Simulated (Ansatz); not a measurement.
Structure: CaSe (started from an entry of an open crystallographic database), at its r2SCAN minimum. Around Ca lie 6 Se at 2.97 Å; around Se lie 6 Ca at 2.97 Å.

Space group Fm-3m (No. 225). a = 5.935 Å, b = 5.935 Å, c = 5.935 Å, α = 90.00°, β = 90.00°, γ = 90.00°
```json
{"atom": "Ca", "site": "4a", "symmetry": "m-3m", "x": "0.0000", "y": "0.0000", "z": "0.0000"}
{"atom": "Se", "site": "4b", "symmetry": "m-3m", "x": "0.5000", "y": "0.0000", "z": "0.0000"}
```

3 runs of Ansatz on this cell differ in the functional (and in the settings that go with it). Levels are in eV from each run's valence top; v1 is the last filled band, c1 the first empty one.

Run A, mean stress -0.1 GPa (compression positive):
```tsv
point	v2	v1	c1	c2
Γ	0.00	0.00	5.37	5.96
X	-1.06	-1.06	3.97	7.14
U	-2.24	-1.22	5.36	8.11
L	-1.26	-1.26	6.41	8.07
W	-2.21	-1.82	6.69	6.69
```

Run B, mean stress +0.6 GPa (compression positive):
```tsv
point	v2	v1	c1	c2
Γ	0.00	0.00	3.29	3.72
X	-0.92	-0.92	2.06	5.02
U	-2.02	-1.09	3.29	5.64
L	-1.17	-1.17	4.50	5.45
W	-1.96	-1.65	4.40	4.40
```

Run C, mean stress 0.0 GPa (compression positive):
```tsv
point	v2	v1	c1	c2
Γ	0.00	0.00	4.59	4.92
X	-0.99	-0.99	3.10	6.31
U	-2.11	-1.15	4.41	7.03
L	-1.21	-1.21	5.62	6.86
W	-2.07	-1.72	5.63	5.63
```

Q: Match the runs to PBE, r2SCANh, r2SCAN0.

A: A is r2SCAN0, B is PBE, C is r2SCANh. In order of the gap: PBE 2.06, r2SCANh 3.10, r2SCAN0 3.97 eV.

No spin polarisation and no zero-point or thermal motion.

The runs are scalar-relativistic, without spin-orbit coupling.

The program warns that its thresholds are loose for a hybrid's stress.

The meshes of the hybrids are coarse, so their gaps aren't converged to the digits shown.
